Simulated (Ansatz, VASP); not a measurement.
# Two plane-wave programs on AgCl

```
Ag Cl
1.0
     3.43397    0.00000    0.00000
     0.00000    3.39963    0.00000
     0.00000    0.00000    3.43397
Ag Cl
1 1
Direct
  0.00000 0.00000 0.00000
  0.50000 0.50000 0.50000
```

Change from the starting cell: strain -0.0100 x Voigt [0, 1, 0, 0, 0, 0], atoms carried along.

Alike in both runs: task single point; functional r2SCAN; k mesh 8 × 8 × 8; occupations gaussian, width 0.05 eV; no spin polarisation.

```csv
,VASP,Ansatz
version,VASP 6.6.1,Ansatz 0.2.0
potentials or method,"VASP PAW PBE potentials, release 64 (Ag, Cl)","scalar-relativistic, plane waves, PAW"
plane-wave cutoff (eV),520,500
valence electrons in the cell,18,26
```

```csv
,VASP,Ansatz,Ansatz less VASP
gap on the k mesh at the Fermi level (eV),1.16,1.20,+0.040
least direct gap on the mesh (eV),2.70,2.71,+0.016
pressure (GPa),-1.4,-1.3,+0.09
largest component of the traceless stress (GPa),0.38,0.38,+0.003
```

The functional is the same, so the differences come from potentials, cutoffs and numerics. The two sets of potentials don't hold the same shells in valence.

Caveats: the PAW data sets were made with another functional, which shifts forces and pressure a little (VASP). A k mesh can miss the band edges.
